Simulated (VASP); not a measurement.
HC60N3 (a cell with a defect):

```
CELL_PARAMETERS angstrom
7.14000 0.00000 0.00000
0.00000 7.14000 0.00000
0.00000 0.00000 7.14000
ATOMIC_POSITIONS crystal
H 0.55687 0.55687 0.55687
C 0.63191 0.63191 0.63191
C 0.50149 0.75071 0.75071
C 0.75071 0.50149 0.75071
C 0.75071 0.75071 0.50149
C 0.49509 0.25051 0.74946
C 0.49509 0.74946 0.25051
C 0.25051 0.49509 0.74946
C 0.74946 0.49509 0.25051
C 0.25051 0.74946 0.49509
C 0.74946 0.25051 0.49509
C 0.62358 0.37596 0.87342
C 0.62358 0.87342 0.37596
C 0.37596 0.62358 0.87342
C 0.87342 0.62358 0.37596
C 0.37596 0.87342 0.62358
C 0.87342 0.37596 0.62358
C 0.50509 0.25104 0.25104
C 0.25104 0.50509 0.25104
C 0.25104 0.25104 0.50509
C 0.12740 0.62274 0.62274
C 0.62274 0.12740 0.62274
C 0.62274 0.62274 0.12740
C 0.99996 0.49996 0.49996
C 0.49996 0.99996 0.49996
C 0.49996 0.49996 0.99996
C 0.12782 0.37731 0.37731
C 0.37731 0.12782 0.37731
C 0.37731 0.37731 0.12782
C 0.62393 0.87587 0.87587
C 0.87587 0.62393 0.87587
C 0.87587 0.87587 0.62393
C 0.00112 0.74942 0.74942
C 0.74942 0.00112 0.74942
C 0.74942 0.74942 0.00112
C 0.12373 0.37505 0.87613
C 0.12373 0.87613 0.37505
C 0.37505 0.12373 0.87613
C 0.87613 0.12373 0.37505
C 0.37505 0.87613 0.12373
C 0.87613 0.37505 0.12373
C 0.99875 0.24952 0.74934
C 0.99875 0.74934 0.24952
C 0.24952 0.99875 0.74934
C 0.74934 0.99875 0.24952
C 0.24952 0.74934 0.99875
C 0.74934 0.24952 0.99875
C 0.12378 0.12378 0.62469
C 0.12378 0.62469 0.12378
C 0.62469 0.12378 0.12378
C 0.00174 0.25037 0.25037
C 0.25037 0.00174 0.25037
C 0.25037 0.25037 0.00174
C 0.12494 0.87439 0.87439
C 0.87439 0.12494 0.87439
C 0.87439 0.87439 0.12494
C 0.99997 0.99997 0.49989
C 0.99997 0.49989 0.99997
C 0.49989 0.99997 0.99997
C 0.12540 0.12540 0.12540
C 0.99978 0.99978 0.99978
N 0.63516 0.36481 0.36481
N 0.36481 0.63516 0.36481
N 0.36481 0.36481 0.63516
```

The cell was built by a generator and needn't be a form met in nature.

Program: VASP 6.6.1. Alike in all runs: task single point; no spin polarisation; cell as given; k mesh 2 × 2 × 2; cutoff (eV) 520; smearing gaussian 0.03 eV; the mesh is coarse, so values aren't converged.

Question: Order these runs on this cell by their pressure, lowest first.
A. level LDA; potentials or basis VASP PAW LDA potentials, release 64 (H, C, N)
B. level PBE; potentials or basis VASP PAW PBE potentials, release 64 (H, C, N)
C. level r2SCAN; potentials or basis VASP PAW PBE potentials, release 64 (H, C, N)

Answer: A (-12.0 GPa), C (-1.9 GPa), B (2.0 GPa).

Caveats: all runs use coarse meshes; the PAW data sets were made with another functional, which shifts forces and pressure a little (some runs).
